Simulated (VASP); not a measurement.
# C2NH7 in VASP: relaxation of the atoms with PBE+D3(BJ)

Aim: the relaxation of the atoms of C2NH7 with PBE+D3(BJ).

Everything below comes from runs of VASP 6.6.1. Logs are shortened: lines on timing, memory, paths and dates and some standing lists are left out, and cuts for length are marked.

## 1. The structure

The cell holds a molecule in a box, 10 atoms: a = 14.427 Å, b = 14.927 Å, c = 15.427 Å, α = 90.00°, β = 90.00°, γ = 90.00°.

## 2. Relaxation of the atoms, PBE+D3(BJ)

INCAR

```
PREC = Accurate ; ENCUT = 400
EDIFF = 1E-7 ; ISMEAR = 0
SIGMA = 0.01 ; LREAL = False
LASPH = True ; NELM = 100
ALGO = Normal ; ISIF = 2
LWAVE = False ; LCHARG = False
GGA = PE ; IVDW = 12
IBRION = 2 ; NSW = 120
EDIFFG = -0.03 ; ISYM = 0
```

KPOINTS

```
regular mesh
0
Gamma
  1 1 1
```

POSCAR

```
H7C2N
1.0
   14.4267172524      0.0000000000      0.0000000000
    0.0000000000     14.9267172524      0.0000000000
    0.0000000000      0.0000000000     15.4267172524
C N H
2 1 7
Selective dynamics
Direct
    0.5768867810      0.5327785596      0.5134486507  F F F
    0.4185510027      0.4894539512      0.4866191765  T T T
    0.5153757152      0.4709873152      0.4695634640  T T T
    0.5677908600      0.5337998263      0.5843354352  T T T
    0.6483296745      0.5148240270      0.4988448977  T T T
    0.5637554926      0.6000876877      0.4888655890  T T T
    0.5304370679      0.4072962602      0.4881165537  T T T
    0.4021501374      0.5558766363      0.4614955519  T T T
    0.3761459765      0.4403605920      0.4527102730  T T T
    0.4005772921      0.4880321278      0.5560004084  T T T
```

Potentials or basis: VASP PAW PBE potentials, release 64 (C, N, H).

Started as:

```console
> cat potpaw_PBE.64/C/POTCAR potpaw_PBE.64/N/POTCAR potpaw_PBE.64/H/POTCAR > POTCAR
> mpirun -np 1 vasp_gam > vasp.out
```

OUTCAR:

```text
PREC = Accurate
   ENCUT = 400
   EDIFF = 1E-7
   ISMEAR = 0
   LREAL = False
   LASPH = True
   NELM = 100
   ISIF = 2
   GGA = PE
   IVDW = 12
   IBRION = 2
   NSW = 120
   EDIFFG = -0.03
   ISYM = 0
 IVDW          = 12

 ion  position               nearest neighbor table
   1  0.577  0.533  0.513-   5 1.09   6 1.09   4 1.10   3 1.45
   2  0.419  0.489  0.487-   9 1.09   8 1.09  10 1.10   3 1.45
   3  0.515  0.471  0.470-   7 1.02   2 1.45   1 1.45
   4  0.568  0.534  0.584-   1 1.10
   5  0.648  0.515  0.499-   1 1.09
   6  0.564  0.600  0.489-   1 1.09
   7  0.530  0.407  0.488-   3 1.02
   8  0.402  0.556  0.461-   2 1.09
   9  0.376  0.440  0.453-   2 1.09
  10  0.401  0.488  0.556-   2 1.10

IMPORTANT INFORMATION: All symmetrisations will be switched off!
NOSYMM: (Re-)initialisation of all symmetry stuff for point group C_1.

----------------------------------------------------------------------------------------

                                     Primitive cell

  volume of cell :    3322.0437

  direct lattice vectors                    reciprocal lattice vectors
    14.426717252  0.000000000  0.000000000     0.069315838  0.000000000  0.000000000
     0.000000000 14.926717252  0.000000000     0.000000000  0.066993967  0.000000000
     0.000000000  0.000000000 15.426717252     0.000000000  0.000000000  0.064822605

  length of vectors
    14.426717252 14.926717252 15.426717252     0.069315838  0.066993967  0.064822605

  position of ions in fractional coordinates (direct lattice)
     0.576886781  0.532778560  0.513448651
     0.418551003  0.489453951  0.486619176
     0.515375715  0.470987315  0.469563464
     0.567790860  0.533799826  0.584335435
     0.648329674  0.514824027  0.498844898
     0.563755493  0.600087688  0.488865589
     0.530437068  0.407296260  0.488116554
     0.402150137  0.555876636  0.461495552
     0.376145976  0.440360592  0.452710273
     0.400577292  0.488032128  0.556000408

  ion indices of the primitive-cell ions
   primitive index   ion index
                 1           1
                 2           2
                 3           3
                 4           4
                 5           5
                 6           6
                 7           7
                 8           8
                 9           9
                10          10

----------------------------------------------------------------------------------------

 KPOINTS: regular mesh

Automatic generation of k-mesh.
 Grid dimensions read from file:
 generate k-points for:    1    1    1

 Generating k-lattice:

[... 32 lines left out ...]
   LNONCOLLINEAR =      F non collinear calculations
   LSORBIT =      F    spin-orbit coupling
   LASPH  =      T    aspherical Exc in radial PAW
   ENCUT  =  400.0 eV  29.40 Ry    5.42 a.u.  23.53 24.34 25.16*2*pi/ulx,y,z
   NELM   =    100;   NELMIN=  2; NELMDL= -5     # of ELM steps
   EDIFF  = 0.1E-06   stopping-criterion for ELM
   LREAL  =      F    real-space projection
   EDIFFG = -.3E-01   stopping-criterion for IOM
   NSW    =    120    number of steps for IOM
   IBRION =      2    ionic relax: 0-MD 1-quasi-New 2-CG
   NFREE  =      1    steps in history (QN), initial steepest desc. (CG)
   ISIF   =      2    stress and relaxation
   ISYM   =      0    0-nonsym 1-usesym 2-fastsym
   POTIM  = 0.5000    time-step for ionic-motion
   TEBEG  =    0.0;   TEEND  =   0.0 temperature during run
   PSTRESS=    0.0 pullay stress
   NELECT =      20.0000    total number of electrons
   NUPDOWN=      -1.0000    fix difference up-down
   EMIN   =  10.00;   EMAX   =-10.00  energy-range for DOS
   EFERMI =   0.00;   METHOD = LEGACY
   ISMEAR =     0;   SIGMA  =   0.01  broadening in eV -4-tet -1-fermi 0-gaus
   EFERMI_NEDOS =   21; number of points for ismear=-14 and -15
   IALGO  =     38    algorithm
   IMIX   =      4    mixing-type and parameters
     AMIX     =   0.40;   BMIX     =  1.00
     AMIX_MAG =   1.60;   BMIX_MAG =  1.00
  volume/ion in A,a.u.               =     332.20      2241.83
  Fermi-wavevector in a.u.,A,eV,Ry     =   0.297817  0.562793  1.206770  0.088695
  Thomas-Fermi vector in A             =   1.163667
   LORBIT       =      0    0 simple, 1 ext, 2 COOP (PROOUT), +10 PAW based schemes
   GGA     = PE    functional components
   LHFCALC =     F    Hartree Fock is set to
   AEXX    =    0.0000 exact exchange contribution
   IVDW    =    12    specifies the selected vdW correction
   LEPSILON=     F    determine dielectric tensor
   LRPA    =     F    only Hartree local field effects (RPA)
 conjugate gradient relaxation of ions
 non-spin polarized calculation
 Gauss-broadening in eV      SIGMA  =   0.01
  energy-cutoff  :      400.00
  volume of cell :     3322.04
 maximum number of plane-waves:     30155
 NGX is ok and might be reduce to    96
   NGX = 47   NGY = 49   NGZ = 51

--------------------------------------- Ionic step        1  -------------------------------------------

 number of electron      19.9999998 magnetization

 Free energy of the ion-electron system (eV)
  ---------------------------------------------------
  ext. energy  EPLUGINS =         0.00000000
  ---------------------------------------------------
  free energy    TOTEN  =       -51.91304855 eV

  energy without entropy =      -51.91304855  energy(sigma->0) =      -51.91304855

------------------------ aborting loop because EDIFF is reached ----------------------------------------

 Edisp (eV)   -0.14308

 E8    (eV) :    -0.0380
[... 129 lines left out ...]
  FREE ENERGIE OF THE ION-ELECTRON SYSTEM (eV)
  ---------------------------------------------------
  free  energy   TOTEN  =       -52.0700199161 eV

  energy  without entropy=      -52.0700199161  energy(sigma->0) =      -52.07001992

[... ionic steps 4 to 11 ...]

--------------------------------------- Ionic step       12  -------------------------------------------

 number of electron      19.9999997 magnetization

------------------------ aborting loop because EDIFF is reached ----------------------------------------
[... 91 lines left out ...]
--------------------------------------- Ionic step       14  -------------------------------------------

 number of electron      19.9999997 magnetization

 Free energy of the ion-electron system (eV)
  ---------------------------------------------------
  ext. energy  EPLUGINS =         0.00000000
  ---------------------------------------------------
  free energy    TOTEN  =       -51.93396035 eV

  energy without entropy =      -51.93396035  energy(sigma->0) =      -51.93396035

 E-fermi :  -4.8938     XC(G=0):  -0.4054

 val. band max:       -4.9412209057   @ k =   0.0000   0.0000   0.0000
 cond. band min:      -0.5235862360   @ k =   0.0000   0.0000   0.0000
 fundamental gap:      4.4176346698
 Fermi energy:        -4.8937831910

 k-point     1 :       0.0000    0.0000    0.0000
  band No.  band energies     occupation
      1     -22.2780      2.00000
      2     -17.1061      2.00000
      3     -15.2709      2.00000
      4     -11.8743      2.00000
      5     -10.5735      2.00000
      6     -10.5433      2.00000
[... 8 lines left out ...]
     15       0.3593      0.00000
     16       0.5309      0.00000
[... 39 lines left out ...]
  FREE ENERGIE OF THE ION-ELECTRON SYSTEM (eV)
  ---------------------------------------------------
  free  energy   TOTEN  =       -52.0762527403 eV

  energy  without entropy=      -52.0762527403  energy(sigma->0) =      -52.07625274

 reached required accuracy - stopping structural energy minimisation
```

OSZICAR:

```text
N       E                     dE             d eps       ncg     rms          rms(c)
DAV:   1     0.112113479232E+03    0.11211E+03   -0.46107E+03    48   0.526E+02
DAV:   2     0.105411648642E+02   -0.10157E+03   -0.99640E+02    48   0.128E+02
DAV:   3    -0.492186078212E+02   -0.59760E+02   -0.59659E+02    40   0.813E+01
[... 215 lines left out ...]
DAV:   3    -0.519339554345E+02    0.12294E-07   -0.15960E-05    32   0.364E-02    0.912E-03
DAV:   4    -0.519339601507E+02   -0.47162E-05   -0.93828E-06    40   0.235E-02    0.359E-03
DAV:   5    -0.519339600672E+02    0.83464E-07   -0.15290E-06    48   0.923E-03    0.179E-03
DAV:   6    -0.519339602537E+02   -0.18654E-06   -0.44856E-07    32   0.431E-03    0.557E-04
DAV:   7    -0.519339603516E+02   -0.97909E-07   -0.15081E-08    40   0.101E-03
  14 F= -.52076253E+02 E0= -.52076253E+02  d E =-.199158E-03
```

CONTCAR:

```text
H7C2N
   1.00000000000000
    14.4267172523999996    0.0000000000000000    0.0000000000000000
     0.0000000000000000   14.9267172523999996    0.0000000000000000
     0.0000000000000000    0.0000000000000000   15.4267172523999996
  C               N               H
     2     1     7
Selective dynamics
Direct
     0.5768867809999989    0.5327785595999970    0.5134486506999991   F   F   F
     0.4180578674926078    0.4889632208782622    0.4864934278669181   T   T   T
     0.5154411676641824    0.4704934459949353    0.4690968528389899   T   T   T
     0.5676340183926101    0.5346994456914259    0.5850298636574969   T   T   T
     0.6495898405916881    0.5159253442786077    0.4995529021175054   T   T   T
     0.5643688265796717    0.6010464399896776    0.4889239264385013   T   T   T
     0.5309128932381174    0.4063691627209579    0.4872728302421565   T   T   T
     0.4008231351007019    0.5558975248945579    0.4611953824240209   T   T   T
     0.3739479254818876    0.4401168348735500    0.4526510308018801   T   T   T
     0.3996585176923882    0.4884206757702852    0.5564535095982529   T   T   T

  0.00000000E+00  0.00000000E+00  0.00000000E+00
  0.00000000E+00  0.00000000E+00  0.00000000E+00
  0.00000000E+00  0.00000000E+00  0.00000000E+00
  0.00000000E+00  0.00000000E+00  0.00000000E+00
  0.00000000E+00  0.00000000E+00  0.00000000E+00
  0.00000000E+00  0.00000000E+00  0.00000000E+00
  0.00000000E+00  0.00000000E+00  0.00000000E+00
  0.00000000E+00  0.00000000E+00  0.00000000E+00
  0.00000000E+00  0.00000000E+00  0.00000000E+00
  0.00000000E+00  0.00000000E+00  0.00000000E+00
```

It took 21 min on 1 thread of Intel Xeon 6975P-C (Granite Rapids), shared host; peak memory 2 GiB.

What came out:

| Property | Result |
| --- | --- |
| Free energy | -52.0763 eV |
| Energy gained by relaxing | 2.0 meV/atom |
| Ionic steps | 14 |
| Gap between the frontier levels | 4.42 eV |
| Dispersion energy per atom | -0.014 eV |

Step by step:
```tsv
step	energy change (eV)	largest force (eV/Å)	pressure (GPa)
1	0.0000	0.3729	0.00
2	-0.0084	0.6488	-0.07
3	-0.0139	0.3255	-0.04
4	-0.0127	0.6214	-0.06
5	-0.0161	0.1793	-0.05
6	-0.0178	0.1464	-0.05
7	-0.0178	0.1643	-0.05
8	-0.0190	0.1068	-0.06
9	-0.0192	0.1277	-0.06
10	-0.0197	0.0835	-0.05
11	-0.0197	0.0830	-0.05
12	-0.0199	0.0915	-0.05
13	-0.0199	0.0972	-0.05
14	-0.0201	0.0829	-0.05
```

Final structure:
```cif
data_structure
_symmetry_space_group_name_H-M 'P 1'
_symmetry_Int_Tables_number 1
_cell_length_a 14.4267
_cell_length_b 14.9267
_cell_length_c 15.4267
_cell_angle_alpha 90.000
_cell_angle_beta 90.000
_cell_angle_gamma 90.000
_cell_volume 3322.04
loop_
_atom_site_label
_atom_site_type_symbol
_atom_site_fract_x
_atom_site_fract_y
_atom_site_fract_z
_atom_site_occupancy
C1 C 0.57689 0.53278 0.51345 1
C2 C 0.41806 0.48896 0.48649 1
N1 N 0.51544 0.47049 0.46910 1
H1 H 0.56763 0.53470 0.58503 1
H2 H 0.64959 0.51593 0.49955 1
H3 H 0.56437 0.60105 0.48892 1
H4 H 0.53091 0.40637 0.48727 1
H5 H 0.40082 0.55590 0.46120 1
H6 H 0.37395 0.44012 0.45265 1
H7 H 0.39966 0.48842 0.55645 1
```

Levels at points of the mesh, in eV from the valence-band top:
| k point | band 7 | band 8 | band 9 | band 10 | band 11 | band 12 | band 13 | band 14 |
| --- | --- | --- | --- | --- | --- | --- | --- | --- |
| (0.00, 0.00, 0.00) | -4.20 | -3.73 | -3.64 | 0.00 | 4.42 | 5.00 | 5.14 | 5.22 |

Caveat: the cutoff is under 1.25 times the usual one of these potentials, so pressure, stress and relaxed cells hold a basis-set (Pulay) error. PBE gaps usually lie below the measured ones, often by a third to a half.
